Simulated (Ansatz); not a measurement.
Write the native input for Ansatz 0.2.0 that does the following.

- Task: single point
- Functional: PBE
- Potentials or basis: Ansatz PAW
- Cutoff: 420 eV (not typed: the program's choice for these potentials)
- k mesh: 13 × 13 × 13
- Occupations: gaussian, width 0.028 eV
- Spin: no spin polarisation

Si:

```
CELL_PARAMETERS angstrom
-1.62691 1.62691 1.32033
1.62691 -1.62691 1.32033
1.62691 1.62691 -1.32033
ATOMIC_POSITIONS crystal
Si 0.00000 0.00000 0.00000
```

This isn't the form of Si at room conditions, which is diamond.

One way to write it, as run:

input.yaml

```yaml
crystal:
  lattice:
    - [-1.62691493, 1.62691493, 1.32032985]
    - [1.62691493, -1.62691493, 1.32032985]
    - [1.62691493, 1.62691493, -1.32032985]
  atoms:
    - { symbol: Si, position: [0.0, 0.0, 0.0] }
hamiltonian:
  xc: pbe
  pseudopotentials: { kind: paw }
kpoints:
  mp_grid: { grid: [13, 13, 13] }
scf:
  occupations: { method: gaussian, width: 0.028 }
output:
  forces: true
  stress: true
  eigenvalues: true
  write_density: true
  write_potential: true
  elf: true
  volumetric_format: npy
```

Potentials or basis: Ansatz PAW.

The run is started by

```sh
$ ansatz run input.yaml --threads 2 --pin off --max-ram 5632MiB --backend cpu --events-out ev --progress --plain --runs-dir out
```

It gave:

```yaml
Pressure: 3.4 GPa
Band_gap_on_the_k_mesh: none (metal or under the smearing width)
```

Wall time 1.1 s on 2 threads of Arm Neoverse V2 (shared host), peak memory 0.27 GiB.
